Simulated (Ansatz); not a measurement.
AlAs with an Al vacancy: do the settings matter for the field gradients?

Cell: a supercell of AlAs (zinc blende type, F-43m) built from a COD entry, with all atoms left at the host's positions.

```
Al As
1.0
     0.00000    8.49120    8.49120
     8.49120    0.00000    8.49120
     8.49120    8.49120    0.00000
Al As
26 27
Direct
  0.00000 0.00000 0.33333
  0.00000 0.00000 0.66667
  0.00000 0.33333 0.00000
  0.00000 0.33333 0.33333
  0.00000 0.33333 0.66667
  0.00000 0.66667 0.00000
  0.00000 0.66667 0.33333
  0.00000 0.66667 0.66667
  0.33333 0.00000 0.00000
  0.33333 0.00000 0.33333
  0.33333 0.00000 0.66667
  0.33333 0.33333 0.00000
  0.33333 0.33333 0.33333
  0.33333 0.33333 0.66667
  0.33333 0.66667 0.00000
  0.33333 0.66667 0.33333
  0.33333 0.66667 0.66667
  0.66667 0.00000 0.00000
  0.66667 0.00000 0.33333
  0.66667 0.00000 0.66667
  0.66667 0.33333 0.00000
  0.66667 0.33333 0.33333
  0.66667 0.33333 0.66667
  0.66667 0.66667 0.00000
  0.66667 0.66667 0.33333
  0.66667 0.66667 0.66667
  0.08333 0.08333 0.08333
  0.08333 0.08333 0.41667
  0.08333 0.08333 0.75000
  0.08333 0.41667 0.08333
  0.08333 0.41667 0.41667
  0.08333 0.41667 0.75000
  0.08333 0.75000 0.08333
  0.08333 0.75000 0.41667
  0.08333 0.75000 0.75000
  0.41667 0.08333 0.08333
  0.41667 0.08333 0.41667
  0.41667 0.08333 0.75000
  0.41667 0.41667 0.08333
  0.41667 0.41667 0.41667
  0.41667 0.41667 0.75000
  0.41667 0.75000 0.08333
  0.41667 0.75000 0.41667
  0.41667 0.75000 0.75000
  0.75000 0.08333 0.08333
  0.75000 0.08333 0.41667
  0.75000 0.08333 0.75000
  0.75000 0.41667 0.08333
  0.75000 0.41667 0.41667
  0.75000 0.41667 0.75000
  0.75000 0.75000 0.08333
  0.75000 0.75000 0.41667
  0.75000 0.75000 0.75000
```

Atom numbers follow the list; atoms alike are taken as one site, whose name carries the number of the first.

Reference run. Level of theory: DFT, PBE, plane waves and PAW, scalar-relativistic, collinear spin, 420 eV cutoff, Γ-centred 2×2×2 k-points, Fermi–Dirac smearing 0.01 eV, cell charge -2 (Ansatz 0.2.0). Start moments as typed (μB): 0 0 0 0 0 0 0 0 0 0 0 0 0 0 0 0 0 0 0 0 0 0 0 0 0 0 0.5 0 0.5 0 0 0 0.5 0 0 0 0 0 0 0 0 0 0 0 0.5 0 0 0 0 0 0 0 0 by atom.

Task: The input is changed as follows: `scf.occupations.width`: 0.01 → 0.025. What happens to V_zz (10²¹ V/m²) and η?

Result: 

```csv
site,atom,V_zz reference,η reference,V_zz changed,η changed
Al1,1,-0.77,0.44,-0.78,0.44
Al4,4,0.20,0.00,0.20,0.00
Al8,8,0.18,0.00,0.18,0.00
Al14,14,-0.13,0.77,-0.13,0.77
As27,27,-3.26,0.00,-3.26,0.00
As28,28,-2.16,0.50,-2.16,0.50
As32,32,1.51,0.08,1.51,0.08
As40,40,-0.077,0.00,-0.077,0.00
```

No V_zz moves by more than 0.01. Sites without a gradient aren't listed. SCF iterations: 14 and 18. New warnings: stability check not made.

On the reference run: The defect repeats with the cell of 53 atoms, so it feels its images: sites between two images don't show the values beside a lone defect, and zeros or small values of η there can come from the images' arrangement. A uniform background compensates the cell's charge. The defect cell has no gap above 0.1 eV on its mesh, so the values can hang on the smearing and the k-mesh. The neighbours have not yet relaxed around the defect (largest force 0.74 eV/Å), and relaxing can change the values around it severalfold.
